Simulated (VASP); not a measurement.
Wanted: the native input for a VASP 6.6.1 run.

```yaml
Task: relaxation of the atoms
Functional: PBEsol
Potentials_or_basis: VASP PAW PBE potentials, release 64 (Fe, Si)
Cutoff: 350 eV
k_mesh: 2 × 3 × 3
Occupations: gaussian, width 0.03 eV
Spin: collinear spin, zero start
Starting_moments: "[0.0, 0.0, 0.0, 0.0, 0.0, 0.0, 0.0, 0.0, 0.0, 0.0, 0.0, 0.0, 0.0, 0.0, 0.0, 0.0, 0.0, 0.0, 0.0, 0.0, 0.0, 0.0, 0.0, 0.0] μB"
Fixed_moment: 0 μB
Hubbard_terms: Fe d U = 4 eV
Dq: 0
Further_INCAR_settings: LREAL = Auto; ALGO = Normal; EDIFF = 1e-05; ISYM = 0; IBRION = 2; EDIFFG = -0.03; NSW = 60
```

The structure of FeSi23 (a cell with a defect) lies in POSCAR:

```
FeSi23
1.0
    0.0000000000      8.1555000000      8.1555000000
    5.4370000000      0.0000000000      5.4370000000
    5.4370000000      5.4370000000      0.0000000000
Fe Si
1 23
Direct
   -0.0019570000      0.0003600000      0.0016180000
    0.0023520000     -0.0016790000      0.4981950000
    0.0027350000      0.4966000000     -0.0012820000
    0.0007840000      0.5048110000      0.4940640000
    0.3380520000      0.0029640000     -0.0063920000
    0.3326460000     -0.0006540000      0.4992250000
    0.3326120000      0.4944900000      0.0068860000
    0.3356400000      0.4943640000      0.4995040000
    0.6688200000      0.0044100000     -0.0000880000
    0.6707740000     -0.0069800000      0.5022750000
    0.6699950000      0.5030330000     -0.0028820000
    0.6716460000      0.4999780000      0.4977190000
    0.0777520000      0.1366670000      0.1252050000
    0.0771610000      0.1285410000      0.6293370000
    0.0831060000      0.6212410000      0.1228890000
    0.0855790000      0.6233910000      0.6209430000
    0.4159270000      0.1247370000      0.1231680000
    0.4132210000      0.1297450000      0.6186670000
    0.4188780000      0.6227710000      0.1228100000
    0.4197310000      0.6283970000      0.6215800000
    0.7538100000      0.1228910000      0.1285920000
    0.7462550000      0.1359120000      0.6217880000
    0.7517610000      0.6226210000      0.1229210000
    0.7525790000      0.6209160000      0.6258130000
```

The cell isn't the ideal one: atoms moved at random, drawn with an rms of 0.05 Å.

One way to write it, as run:

INCAR

```
SYSTEM = FeSi23
PREC = Accurate
ENCUT = 350
EDIFF = 1E-5
ISMEAR = 0
SIGMA = 0.03
LREAL = Auto
LASPH = .True.
NELM = 120
ALGO = Normal
ISIF = 2
LWAVE = .False.
LCHARG = .False.
ISPIN = 2
MAGMOM = 0 0 0 0 0 0 0 0 0 0 0 0 0 0 0 0 0 0 0 0 0 0 0 0
LORBIT = 11
NUPDOWN = 0
LMAXMIX = 4
LDAU = .True.
LDAUTYPE = 2
LDAUL = 2 -1
LDAUU = 4 0
LDAUJ = 0 0
LDAUPRINT = 1
GGA = PS
IBRION = 2
NSW = 60
EDIFFG = -0.03
ISYM = 0
KPAR = 4
```

KPOINTS

```
regular mesh
0
Gamma
  2 3 3
  0 0 0
```

Potentials or basis: VASP PAW PBE potentials, release 64 (Fe, Si).

The run is started by

```sh
$ cat potpaw_PBE.64/Fe/POTCAR potpaw_PBE.64/Si/POTCAR > POTCAR
$ mpirun -np 4 vasp_std > vasp.out
```

Results of the run:

| Property | Result |
| --- | --- |
| Energy gained by relaxing | 19.1 meV/atom |
| Ionic steps | 18 |
| Pressure after relaxing | -1.3 GPa |
| Largest force after relaxing | 0.023 eV/Å |
| Net moment | 0.00 μB per cell |
| Site moments | Fe -0.06; Si -0.00, +0.00, +0.01, -0.01, +0.04 μB |
| Valence electrons inside the program's atomic spheres | Fe 7.48; Si 1.68, 1.69, 1.67 |

Caveat: the PAW data sets were made with another functional, which shifts forces and pressure a little; the total moment is fixed, so each spin has its own Fermi level; the U is typed as a test and isn't derived for this compound.

Wall time 32 min on 4 MPI ranks on Intel(R) Xeon(R) 6975P-C (Granite Rapids), on a shared host, peak memory 0.72 GiB a rank.
